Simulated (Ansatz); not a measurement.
**LiNbO3: field gradients at two levels of theory**

Cell: an entry of the Crystallography Open Database (COD), its atoms then relaxed with PBE in this cell.

Space group R3c:H (No. 161); a = 5.1502, c = 13.8653 Å, γ = 120.00°.

| site | Wyckoff | site symmetry | x | y | z |
| --- | --- | --- | --- | --- | --- |
| Li | 6a | 3. | 0.0000 | 0.0000 | 0.7223 |
| Nb | 6a | 3. | 0.0000 | 0.0000 | 0.0044 |
| O | 18b | 1 | 0.6771 | 0.7106 | 0.6080 |

One atom of each set is listed; the run and its k-mesh use a cell of 10 atoms with edges of 5.50, 5.50, 5.50 Å.

First run. All values are calculated (Ansatz; DFT, PBE, plane waves and PAW, scalar-relativistic, 420 eV cutoff, Γ-centred 7×7×7 k-points, Fermi–Dirac smearing 0.02 eV), not measured.

| site | V_zz (10²¹ V/m²) | η |
| --- | --- | --- |
| Li | 0.059 | 0.00 |
| Nb | 3.49 | 0.00 |
| O | 1.99 | 0.99 |

Second run. The same atoms and settings, except that the functional is PBEsol.

Q: What does the second run give?

A: 

| site | V_zz | η | change of V_zz |
| --- | --- | --- | --- |
| Li | 0.057 | 0.00 | 0.00 |
| Nb | 3.53 | 0.00 | +0.04 |
| O | -1.96 | 0.93 | – |

The largest change of V_zz along a kept axis is on Nb, from 3.49 to 3.53. The whole tensor moves most on O, by 0.16 along its most changed direction. In per cent, |V_zz| changes by +1 on Nb (all sites that start above 0.5, bar those whose gradient vanishes or changes sign or whose main axis turns by over 40°). On O the largest principal value lies along another axis in the second run, so the two V_zz can't be compared directly.

Without spin–orbit coupling (the program notes it for Nb) the gradients are little affected as a rule: paired runs on crystals with a gap mostly move them by under 2 % at such atoms.
For the first run: With these PAW files V_zz is typically within 2 to 3 % of all-electron values, but misses above 10 % occur on Li.
